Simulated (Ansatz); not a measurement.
## Li2Nb4O11: a ladder of calculations

Cell of run 1: a Materials Project structure (computed, not necessarily an observed phase), atoms as given.

Space group C2/m (No. 12); a = 15.9669, b = 3.7927, c = 9.9311 Å, β = 126.80°.

| site | Wyckoff | site symmetry | x | y | z |
| --- | --- | --- | --- | --- | --- |
| Li | 4i | m | 0.8850 | 0.0000 | 0.2407 |
| Nb3 | 4i | m | 0.8478 | 0.0000 | 0.8537 |
| Nb4 | 4i | m | 0.3713 | 0.0000 | 0.5782 |
| O7 | 4i | m | 0.8359 | 0.0000 | 0.5912 |
| O8 | 4i | m | 0.6530 | 0.0000 | 0.2182 |
| O9 | 4i | m | 0.8240 | 0.0000 | 0.0059 |
| O10 | 4i | m | 0.6836 | 0.0000 | 0.6513 |
| O11 | 4i | m | 0.5103 | 0.0000 | 0.6867 |
| O14 | 2a | 2/m | 0.0000 | 0.0000 | 0.0000 |

One atom of each set is listed; the run and its k-mesh use a cell of 17 atoms with edges of 8.21, 8.21, 9.93 Å.

All runs are DFT with Ansatz 0.2.0 (plane waves and PAW, scalar-relativistic unless spin–orbit coupling is named, Γ-centred meshes, Fermi–Dirac smearing where given) in this cell.

Run 1: PBE, gradients read without the response of the cores, atoms as given; 420 eV, 7×7×3 k-points, smearing 0.02 eV.
Run 2: r2SCAN, gradients read without the response of the cores, atoms as given; 500 eV, 7×7×3 k-points, smearing 0.02 eV.
Run 3: PBE with spin–orbit coupling, gradients read without the response of the cores, atoms as given; 420 eV, 7×7×3 k-points, smearing 0.02 eV.

```
run  Nb3 V_zz (η)  Nb4 V_zz (η)   O8 V_zz (η)
  1  -3.20 (0.63)   4.67 (0.54)  -3.47 (0.53)
  2  -3.33 (0.93)   5.24 (0.61)  -3.70 (0.49)
  3             ?             ?             ?
```

V_zz in 10²¹ V/m²; 3 of the 9 sets of like atoms are followed.

(1) Estimate the row of run 3.

## Answers

(1) Nb3: -3.19 (0.62); Nb4: 4.65 (0.54); O8: -3.48 (0.53). It lies nearest to run 1, from whose tensors on these sites it differs by 0.03 at most (largest principal value of the difference, on Nb3). Taken one at a time, the functional (r2SCAN with its higher cutoff) moves the tensors on these sites by up to 0.73 (largest principal value of the change, on Nb4), spin–orbit coupling by 0.03 (Nb3).

In runs 1, 2, 3 the atoms aren't at the calculated equilibrium (largest force 1.0, 1.5, 1.0 eV/Å). The cell isn't the equilibrium one in run 2 (calculated pressure -8 GPa), and the entry's cell may itself be off.
